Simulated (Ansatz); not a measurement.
Relaxed bulk Hf2N:

```cif
data_structure
_symmetry_space_group_name_H-M 'P4_2/mnm'
_symmetry_Int_Tables_number 136
_cell_length_a 5.2955
_cell_length_b 5.2955
_cell_length_c 3.2274
_cell_angle_alpha 90.000
_cell_angle_beta 90.000
_cell_angle_gamma 90.000
_cell_volume 90.51
loop_
_atom_site_label
_atom_site_type_symbol
_atom_site_symmetry_multiplicity
_atom_site_Wyckoff_symbol
_atom_site_fract_x
_atom_site_fract_y
_atom_site_fract_z
_atom_site_occupancy
Hf1 Hf 4 f 0.29546 0.29546 0.00000 1
N1 N 2 a 0.00000 0.00000 0.00000 1
```

Miller indices refer to the conventional cell of P4_2/mnm (No. 136), a = 5.296 Å, b = 5.296 Å, c = 3.227 Å, α = 90.00°, β = 90.00°, γ = 90.00°.

The (101) slab of 12 planes, 9.9 Å thick with 15 Å of vacuum as cut; outer planes Hf (top) and Hf (bottom).

Method: DFT PBEsol, scalar-relativistic, plane waves, PAW in Ansatz 0.2.0. Cutoff 420 eV; k points 7×6×1 on the computed 24-atom cell (Γ-centred); Gaussian smearing, width 0.10 eV; no spin polarisation. The cell repeats along c with a dipole correction in the vacuum.

Results for the relaxed slab:

```
Surface energy (mean of both faces) : 2.57 J/m²
Work function                       : 3.25 eV
```

Relaxation lowers the energy by 0.286 J/m² a face; the largest move is 0.366 Å.

```tsv
plane (bottom to top)	atoms	spacing to next, bulk (Å)	relaxed (Å)	change (%)
1	Hf2	0.814	0.504	-38.1
2	N2	0.814	0.792	-2.7
3	Hf2	1.127	1.283	+13.8
4	Hf2	0.814	0.724	-11.1
5	N2	0.814	0.751	-7.8
6	Hf2	1.127	1.241	+10.1
7	Hf2	0.814	0.751	-7.8
8	N2	0.814	0.724	-11.1
9	Hf2	1.127	1.283	+13.8
10	Hf2	0.814	0.792	-2.7
11	N2	0.814	0.504	-38.1
12	Hf2
```

Spin-orbit coupling is left out, which matters for the bands of heavy elements.